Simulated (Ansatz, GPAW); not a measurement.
**Ballistic transport through a Pb chain with one O atom in line, from relaxation to T(E)**

Aim: the conductance of a Pb chain with one O atom in line after relaxation, and whether geometry, basis or functional moves it most.

Calculated with GPAW 26.7.0 and Ansatz 0.2.0; Ansatz plane waves; relaxation of the junction with the lead ends held, in the first sound run; inputs show where later runs differ.

## (1) The structure

The cell holds 13 atoms: 12 Pb and 1 O. Its edges and angles: a = 9.000 Å, b = 9.000 Å, c = 35.820 Å, α = 90.0°, β = 90.0°, γ = 90.0°. Regions: left lead, 6 atoms (6 Pb); channel, 1 atom (1 O); right lead, 6 atoms (6 Pb). Vacuum lies along a and b. The structure is stacked along c, and the current runs across the ab planes.

## (2) Relaxing the atoms

Transmission follows bond lengths closely, so the atoms between the held lead ends are relaxed first, from a slightly shaken start that lets symmetry break.

The input, input.yaml:

```yaml
crystal:
  lattice:
    - [9.0, 0.0, 0.0]
    - [0.0, 9.0, 0.0]
    - [0.0, 0.0, 35.8202]
  atoms:
    - { symbol: Pb, position: [0.5, 0.5, 0.0404799527] }
    - { symbol: Pb, position: [0.5, 0.5, 0.121439858] }
    - { symbol: Pb, position: [0.5, 0.5, 0.2023997633] }
    - { symbol: Pb, position: [0.5, 0.5, 0.2833596686] }
    - { symbol: Pb, position: [0.5060891885, 0.4897388936, 0.365121968] }
    - { symbol: Pb, position: [0.5002321241, 0.5043941667, 0.4456024499] }
    - { symbol: O, position: [0.5060908621, 0.5001058125, 0.4995676494] }
    - { symbol: Pb, position: [0.5019349497, 0.5014403562, 0.5544216621] }
    - { symbol: Pb, position: [0.4991756539, 0.5023981356, 0.6362703022] }
    - { symbol: Pb, position: [0.5, 0.5, 0.7166403314] }
    - { symbol: Pb, position: [0.5, 0.5, 0.7976002367] }
    - { symbol: Pb, position: [0.5, 0.5, 0.878560142] }
    - { symbol: Pb, position: [0.5, 0.5, 0.9595200473] }
kpoints:
  mp_grid: { grid: [1, 1, 2] }
hamiltonian:
  xc: pbe
scf:
  occupations: { method: fermi_dirac, width: 0.1 }
relax:
  f_tol: 0.03
  max_steps: 80
  constraints: [{ sites: [0, 1, 2, 3, 9, 10, 11, 12] }]
```

Started as:

```bash
$ ansatz run input.yaml --threads 4 --pin off --max-ram 8192MiB --backend cpu --events-out ev --progress --plain --runs-dir out
```

Numbers of over 12 decimals in the logs are rounded to 6 here.

The log of the run:

```text
Engine: ansatz 0.2.0, x86_64-unknown-linux-gnu
Pseudopotentials: kind: paw
Pseudopotential: Pb, paw, valence charge 14, recommended cutoff 420 eV (normal), Pb.paw.azcp
Pseudopotential: O, paw, valence charge 6, recommended cutoff 420 eV (normal), O.paw.azcp
Functional definition: PBE
  parameter kappa = 0.804
  parameter beta = 0.066725
  exchange = pbe_x(kappa = kappa, mu = beta*pi^2/3)
  correlation = pbe_c(beta = beta)
Crystal: 13 atoms, lattice volume = 2901.436 Å³
Basis set: ecut = 420 eV, 56707 PW (Γ), exchange–correlation on 128×128×480 points (8 copies of the dense FFT grid, shifted against one another)
Bands: 105, of which v1, the nominal top of the filled ones, is band 87 counted from 1 (86 counted from 0)
Symmetry: 1 space group operations
Space group: P1 (ITA 1), of the structure as read, at distance tolerance 1.4e-4 Å
k-points: 2
Non-local potential: Pb, projectors of the file, l = 0: 2, l = 1: 2, l = 2: 2, l = 3: 2
Non-local potential: O, projectors of the file, l = 0: 2, l = 1: 2, l = 2: 1
PAW form: soft (Blöchl's): semilocal exchange-correlation on the pseudo side does not see the compensation charge
PAW one-centre angular grid: Pb, 590 points (default); XC on 64 Gauss nodes
PAW one-centre angular grid: O, 110 points (default); XC on 64 Gauss nodes
Initial density: superposition of atomic densities (neutral atoms: chi_scale 0, normalization atom), corrected by the library's trained network
Initial wavefunctions: pseudopotential atomic-orbital guess
Functional: x = pbe(κ = 0.804, μ = 0.219515), c = pbe(β = 0.066725)
SCF iter   1: F=—  HF=-143427.748226 eV  |F-HF|=—  |Δ(HF+E_count)|=         —  Δρ=2.38e-3  dr2=2.80e0  ethr=1.77e-3  ⟨swp⟩=7.5  Hψ=982  notcnv=0
preconditioner: auto → LDOS  [metal: Δε(μ)=0.196 eV  Ē_g=4.387 eV  σ=0.100 eV  W_gap=0.40  n_scr=246 (ndim 8)  ℏωp=4.3 eV  f_vac=0.709  D(μ)=14.93/eV (n_scr^D=38)  β→1.0]
SCF iter   2: F=—  HF=-143427.583856 eV  |F-HF|=—  |Δ(HF+E_count)|=   1.64e-1  Δρ=1.50e-3  dr2=3.68e-1  ethr=1.61e-3  ⟨swp⟩=3.5  Hψ=280  notcnv=0
SCF iter   3: F=—  HF=-143427.566412 eV  |F-HF|=—  |Δ(HF+E_count)|=   1.74e-2  Δρ=5.60e-4  dr2=6.39e-2  ethr=2.12e-4  ⟨swp⟩=3.5  Hψ=347  notcnv=0
SCF iter   4: F=—  HF=-143427.562750 eV  |F-HF|=—  |Δ(HF+E_count)|=   3.66e-3  Δρ=1.64e-4  dr2=2.46e-3  ethr=3.67e-5  ⟨swp⟩=1.5  Hψ=220  notcnv=0
SCF iter   5: F=—  HF=-143427.562858 eV  |F-HF|=—  |Δ(HF+E_count)|=   1.09e-4  Δρ=5.81e-5  dr2=2.86e-4  ethr=1.42e-6  ⟨swp⟩=3.5  Hψ=434  notcnv=0
SCF iter   6: F=—  HF=-143427.562870 eV  |F-HF|=—  |Δ(HF+E_count)|=   1.18e-5  Δρ=1.97e-5  dr2=4.88e-5  ethr=1.65e-7  ⟨swp⟩=2.0  Hψ=395  notcnv=0
SCF iter   7: F=-143427.562873 eV  HF=-143427.562877 eV  |F-HF|=4.05e-6  |Δ(HF+E_count)|=   7.01e-6  Δρ=8.46e-6  dr2=5.96e-6  ethr=1.29e-8  ⟨swp⟩=5.0  Hψ=791  notcnv=0
SCF 1 converged in 7 iterations: F = -143427.562873 eV  dr2 = 5.96e-6
  greatest PAW one-centre occupation: 0.980 electrons in one spin orbital (limit 2), on the Pb atom at site 5 (counted from 0), in its partial waves of l = 2
relax step   1: F+E_penalty+E_count = -143427.56287300 eV  Δ(F+E_penalty+E_count) = +0.000e0 eV  max|allowed force component| = 3.464e0 eV/Å  Δτ_max = 0.0000 Å  (7 SCF iters, dr2 threshold 2.25e-5 eV, accepted)
Initial density: handed on by an earlier stage of this run
Initial wavefunctions: those handed on with the density
iter 1 solved again at ethr=1.94e-4 eV; its pass at ethr=3.10e-3 eV (dr2=3.38e-1 eV) is discarded
SCF iter   1: F=—  HF=-143428.132925 eV  |F-HF|=—  |Δ(HF+E_count)|=         —  Δρ=2.01e-3  dr2=3.38e-1  ethr=1.94e-4  ⟨swp⟩=2.0  Hψ=892  notcnv=0
preconditioner: auto → LDOS  [metal: Δε(μ)=0.082 eV  Ē_g=4.040 eV  σ=0.100 eV  W_gap=0.20  n_scr=246 (ndim 8)  ℏωp=4.2 eV  f_vac=0.708  D(μ)=14.80/eV (n_scr^D=38)  β→1.0]
SCF iter   2: F=—  HF=-143428.075077 eV  |F-HF|=—  |Δ(HF+E_count)|=   5.78e-2  Δρ=1.48e-3  dr2=7.38e-2  ethr=1.94e-4  ⟨swp⟩=4.0  Hψ=434  notcnv=0
SCF iter   3: F=—  HF=-143428.064557 eV  |F-HF|=—  |Δ(HF+E_count)|=   1.05e-2  Δρ=4.69e-4  dr2=1.36e-2  ethr=4.24e-5  ⟨swp⟩=2.0  Hψ=433  notcnv=0
SCF iter   4: F=—  HF=-143428.062713 eV  |F-HF|=—  |Δ(HF+E_count)|=   1.84e-3  Δρ=1.24e-4  dr2=1.10e-3  ethr=7.81e-6  ⟨swp⟩=2.0  Hψ=380  notcnv=0
SCF iter   5: F=—  HF=-143428.062855 eV  |F-HF|=—  |Δ(HF+E_count)|=   1.41e-4  Δρ=7.29e-5  dr2=3.95e-4  ethr=6.30e-7  ⟨swp⟩=2.0  Hψ=385  notcnv=0
SCF iter   6: F=-143428.062825 eV  HF=-143428.062825 eV  |F-HF|=2.64e-7  |Δ(HF+E_count)|=   2.96e-5  Δρ=1.20e-5  dr2=8.26e-6  ethr=5.75e-8  ⟨swp⟩=4.0  Hψ=843  notcnv=0
SCF 2 converged in 6 iterations: F = -143428.062825 eV  dr2 = 8.26e-6
relax step   2: F+E_penalty+E_count = -143428.06282464 eV  Δ(F+E_penalty+E_count) = -5.000e-1 eV  max|allowed force component| = 3.159e-1 eV/Å  Δτ_max = 0.1773 Å  (6 SCF iters, dr2 threshold 1.00e-4 eV, accepted)
SCF iter   1: F=—  HF=-143428.181645 eV  |F-HF|=—  |Δ(HF+E_count)|=         —  Δρ=1.20e-3  dr2=1.05e-1  ethr=2.17e-3  ⟨swp⟩=6.0  Hψ=619  notcnv=0
preconditioner: auto → LDOS  [metal: Δε(μ)=0.146 eV  Ē_g=4.285 eV  σ=0.100 eV  W_gap=0.34  n_scr=246 (ndim 8)  ℏωp=4.3 eV  f_vac=0.707  D(μ)=13.79/eV (n_scr^D=38)  β→1.0]
SCF iter   2: F=—  HF=-143428.178511 eV  |F-HF|=—  |Δ(HF+E_count)|=   3.13e-3  Δρ=8.03e-4  dr2=3.74e-2  ethr=6.02e-5  ⟨swp⟩=2.5  Hψ=451  notcnv=0
SCF iter   3: F=—  HF=-143428.170454 eV  |F-HF|=—  |Δ(HF+E_count)|=   8.06e-3  Δρ=2.08e-4  dr2=2.15e-3  ethr=2.15e-5  ⟨swp⟩=2.0  Hψ=385  notcnv=0
SCF iter   4: F=—  HF=-143428.170597 eV  |F-HF|=—  |Δ(HF+E_count)|=   1.43e-4  Δρ=4.59e-5  dr2=1.66e-4  ethr=1.24e-6  ⟨swp⟩=2.0  Hψ=384  notcnv=0
SCF iter   5: F=—  HF=-143428.170635 eV  |F-HF|=—  |Δ(HF+E_count)|=   3.78e-5  Δρ=1.92e-5  dr2=1.66e-5  ethr=9.56e-8  ⟨swp⟩=2.0  Hψ=396  notcnv=0
SCF iter   6: F=-143428.170634 eV  HF=-143428.170635 eV  |F-HF|=6.96e-7  |Δ(HF+E_count)|=   5.11e-7  Δρ=5.80e-6  dr2=1.99e-6  ethr=3.58e-9  ⟨swp⟩=5.0  Hψ=808  notcnv=0
SCF 3 converged in 6 iterations: F = -143428.170634 eV  dr2 = 1.99e-6
relax step   3: F+E_penalty+E_count = -143428.17063446 eV  Δ(F+E_penalty+E_count) = -1.078e-1 eV  max|allowed force component| = 3.660e-1 eV/Å  Δτ_max = 0.2000 Å  (6 SCF iters, dr2 threshold 6.24e-6 eV, accepted)
[... from here on, the SCF cycles and remarks between the steps are left out ...]
relax step   4: F+E_penalty+E_count = -143428.31167481 eV  Δ(F+E_penalty+E_count) = -1.410e-1 eV  max|allowed force component| = 3.782e-1 eV/Å  Δτ_max = 0.1947 Å  (6 SCF iters, dr2 threshold 8.37e-6 eV, accepted)
relax step   5: F+E_penalty+E_count = -143428.44873113 eV  Δ(F+E_penalty+E_count) = -1.371e-1 eV  max|allowed force component| = 2.894e-1 eV/Å  Δτ_max = 0.1916 Å  (5 SCF iters, dr2 threshold 1.00e-4 eV, accepted)
relax step   6: F+E_penalty+E_count = -143428.55925809 eV  Δ(F+E_penalty+E_count) = -1.105e-1 eV  max|allowed force component| = 2.433e-1 eV/Å  Δτ_max = 0.1949 Å  (5 SCF iters, dr2 threshold 4.91e-5 eV, accepted)
relax step   7: F+E_penalty+E_count = -143428.61937727 eV  Δ(F+E_penalty+E_count) = -6.012e-2 eV  max|allowed force component| = 1.907e-1 eV/Å  Δτ_max = 0.1939 Å  (6 SCF iters, dr2 threshold 3.47e-5 eV, accepted)
relax step   8: F+E_penalty+E_count = -143428.65084430 eV  Δ(F+E_penalty+E_count) = -3.147e-2 eV  max|allowed force component| = 2.759e-1 eV/Å  Δτ_max = 0.1943 Å  (6 SCF iters, dr2 threshold 2.23e-5 eV, accepted)
relax step   9: F+E_penalty+E_count = -143428.67391359 eV  Δ(F+E_penalty+E_count) = -2.307e-2 eV  max|allowed force component| = 2.155e-1 eV/Å  Δτ_max = 0.2000 Å  (5 SCF iters, dr2 threshold 4.67e-5 eV, accepted)
relax step  10: F+E_penalty+E_count = -143428.69146884 eV  Δ(F+E_penalty+E_count) = -1.756e-2 eV  max|allowed force component| = 1.658e-1 eV/Å  Δτ_max = 0.1904 Å  (5 SCF iters, dr2 threshold 2.84e-5 eV, accepted)
relax step  11: F+E_penalty+E_count = -143428.70198094 eV  Δ(F+E_penalty+E_count) = -1.051e-2 eV  max|allowed force component| = 3.274e-2 eV/Å  Δτ_max = 0.2000 Å  (6 SCF iters, dr2 threshold 1.62e-5 eV, accepted)
relax step  12: F+E_penalty+E_count = -143428.70229118 eV  Δ(F+E_penalty+E_count) = -3.102e-4 eV  max|allowed force component| = 1.049e-1 eV/Å  Δτ_max = 0.2000 Å  (8 SCF iters, accepted)
relax step  13: F+E_penalty+E_count = -143428.70840189 eV  Δ(F+E_penalty+E_count) = -6.111e-3 eV  max|allowed force component| = 2.813e-2 eV/Å  Δτ_max = 0.1499 Å  (7 SCF iters, accepted)
relax step  14: F+E_penalty+E_count = -143428.70930813 eV  Δ(F+E_penalty+E_count) = -9.062e-4 eV  max|allowed force component| = 2.331e-2 eV/Å  Δτ_max = 0.0651 Å  (7 SCF iters, accepted)
SCF iter   1: F=—  HF=-143428.710998 eV  |F-HF|=—  |Δ(HF+E_count)|=         —  Δρ=5.15e-4  dr2=7.48e-3  ethr=5.29e-5  ⟨swp⟩=3.5  Hψ=540  notcnv=0
preconditioner: auto → LDOS  [metal: Δε(μ)=0.145 eV  Ē_g=3.926 eV  σ=0.100 eV  W_gap=0.34  n_scr=246 (ndim 8)  ℏωp=4.2 eV  f_vac=0.702  D(μ)=14.54/eV (n_scr^D=38)  β→1.0]
SCF iter   2: F=—  HF=-143428.709903 eV  |F-HF|=—  |Δ(HF+E_count)|=   1.09e-3  Δρ=2.46e-4  dr2=2.28e-3  ethr=4.30e-6  ⟨swp⟩=2.0  Hψ=417  notcnv=0
SCF iter   3: F=—  HF=-143428.709271 eV  |F-HF|=—  |Δ(HF+E_count)|=   6.32e-4  Δρ=6.44e-5  dr2=1.82e-4  ethr=1.31e-6  ⟨swp⟩=2.0  Hψ=385  notcnv=0
SCF iter   4: F=—  HF=-143428.709229 eV  |F-HF|=—  |Δ(HF+E_count)|=   4.20e-5  Δρ=1.25e-5  dr2=7.42e-6  ethr=1.04e-7  ⟨swp⟩=2.0  Hψ=384  notcnv=0
SCF iter   5: F=—  HF=-143428.709569 eV  |F-HF|=—  |Δ(HF+E_count)|=   3.40e-4  Δρ=4.26e-6  dr2=1.14e-6  ethr=4.27e-9  ⟨swp⟩=2.0  Hψ=391  notcnv=0
SCF iter   6: F=—  HF=-143428.709570 eV  |F-HF|=—  |Δ(HF+E_count)|=   6.04e-7  Δρ=1.83e-6  dr2=1.98e-7  ethr=6.55e-10  ⟨swp⟩=2.0  Hψ=399  notcnv=0
SCF iter   7: F=-143428.709570 eV  HF=-143428.709570 eV  |F-HF|=5.36e-9  |Δ(HF+E_count)|=   8.50e-9  Δρ=5.99e-7  dr2=1.55e-8  ethr=5.75e-11  ⟨swp⟩=5.0  Hψ=804  notcnv=0
SCF 15 converged in 7 iterations: F = -143428.709570 eV  dr2 = 1.55e-8
relax step  15: F+E_penalty+E_count = -143428.70956957 eV  Δ(F+E_penalty+E_count) = -2.614e-4 eV  max|allowed force component| = 6.187e-3 eV/Å  Δτ_max = 0.0445 Å  (7 SCF iters, accepted)
SCF converged after 7 iterations
Free energy (F): -143428.709570 eV
Harris-Foulkes:  -143428.709570 eV  (|F-HF|=5.36e-9)
Internal energy: -143428.208050 eV  (E = F + TS)
E sigma→0 (E₀):  -143428.458810 eV
Entropy (-TS):   -0.501520 eV (-38.578 meV/atom)
Fermi energy:    -2.100456 eV
--- Per-component energies (eV) ---
  E_band       = -2668.233983
  E_kinetic    = 3626.945829
  E_local      = -35292.350714  (includes V_loc(G=0)·N_el)
  E_nonlocal   = 4243.358481
  E_hartree    = 15234.110929
  E_xc         = -2700.189603
  E_vxc        = -1652.326766  (∫ρ·V_xc dr)
  E_paw        = -125030.172025  (= ΣΔE_a)
  E_vpaw       = -4062.086930  (= ΣTr[D̂ρ^β])
  E_aug_tail   = 0.002954  (compensation charges beyond the density's cutoff)
  E_ewald      = -3509.913902
  E_smearing   = -0.501520  (= −TS)
  E_closure    = 0.000000  (closes the sum)
  Σ components = -143428.709570   (vs F -143428.709570, Δ=0.00e0)
--- Forces (eV/Å), atoms counted from 1 ---
  atom   1  Pb     0.00492008    -0.02311947    -0.09347892
  atom   2  Pb     0.00274142    -0.00397293    -0.06698997
  atom   3  Pb    -0.00027023    -0.00334215     0.03484653
  atom   4  Pb    -0.00784983     0.03091273     0.53451352
  atom   5  Pb    -0.00269075    -0.00392597    -0.00084828
  atom   6  Pb     0.00618681     0.00098470     0.00339999
  atom   7  O     -0.00013248    -0.00201862     0.00454478
  atom   8  Pb    -0.00573115     0.00151259    -0.00563534
  atom   9  Pb    -0.00211054     0.00047726     0.00503314
  atom  10  Pb    -0.00329442     0.00828505    -0.48719865
  atom  11  Pb     0.00068874     0.00664751    -0.12364393
  atom  12  Pb     0.00077581    -0.00404214     0.12643435
  atom  13  Pb     0.00678436    -0.00838092     0.06897193
  max |Σ_I F_I| component: 5.09e-5 eV/Å
--- Relaxed structure (15 steps of the walk, 15 accepted, 0 SCFs on fresh bases) ---
  F+E_penalty+E_count = -143428.70956957 eV   max|allowed force component| = 6.187e-3 eV/Å
  atoms:
    - { symbol: Pb, position: [0.5, 0.5, 0.040480] }
    - { symbol: Pb, position: [0.5, 0.5, 0.121439858] }
    - { symbol: Pb, position: [0.5, 0.5, 0.202400] }
    - { symbol: Pb, position: [0.5, 0.5, 0.2833596686] }
    - { symbol: Pb, position: [0.528584, 0.415346, 0.361591] }
    - { symbol: Pb, position: [0.474644, 0.592929, 0.438594] }
    - { symbol: O, position: [0.514849, 0.479673, 0.490158] }
    - { symbol: Pb, position: [0.555929, 0.392805, 0.544002] }
    - { symbol: Pb, position: [0.525222, 0.456291, 0.636055] }
    - { symbol: Pb, position: [0.5, 0.5, 0.7166403314] }
    - { symbol: Pb, position: [0.5, 0.5, 0.797600] }
    - { symbol: Pb, position: [0.5, 0.5, 0.878560] }
    - { symbol: Pb, position: [0.5, 0.5, 0.9595200473] }
```

Wall time 75 s (4 threads of Intel Xeon Platinum 8559C (Emerald Rapids), shared host); peak memory 3.5 GiB; 4.7 min of CPU time.

The steps of the relaxation:

| step | energy less that of the first step (eV) | largest force component (eV/Å) |
| --- | --- | --- |
| 1 | 0.0000 | 3.4641 |
| 2 | -0.5000 | 0.3159 |
| 3 | -0.6078 | 0.3660 |
| 4 | -0.7488 | 0.3782 |
| 5 | -0.8859 | 0.2894 |
| 6 | -0.9964 | 0.2433 |
| 7 | -1.0565 | 0.1907 |
| 8 | -1.0880 | 0.2759 |
| 9 | -1.1110 | 0.2155 |
| 10 | -1.1286 | 0.1658 |
| 11 | -1.1391 | 0.0327 |
| 12 | -1.1394 | 0.1049 |
| 13 | -1.1455 | 0.0281 |
| 14 | -1.1464 | 0.0233 |
| 15 | -1.1467 | 0.0062 |

The atoms that moved most (Å):

| atom | dx | dy | dz | length |
| --- | --- | --- | --- | --- |
| Pb8 | 0.486 | -0.978 | -0.373 | 1.154 |
| Pb6 | -0.230 | 0.797 | -0.251 | 0.867 |
| Pb5 | 0.202 | -0.670 | -0.126 | 0.711 |
| Pb9 | 0.234 | -0.415 | -0.008 | 0.477 |
| O7 | 0.079 | -0.184 | -0.337 | 0.392 |

This step gave:

* free energy: -143428.7096 eV
* smearing term TS: 0.5015 eV
* symmetry operations: 1

The relaxation lowered the energy of the cell by 1.15 eV.

(Part 1 of 4 ends here.)

[Logs are printed without paths, hosts, clocks, repeated set-up lines and the standing remarks that a program may print on its own settings, such as how far it seeks lower states.]

[Hosts, paths, dates, database ids (printed as entryN), source tags and the programs' standing remarks are cut or masked in the printed files.]
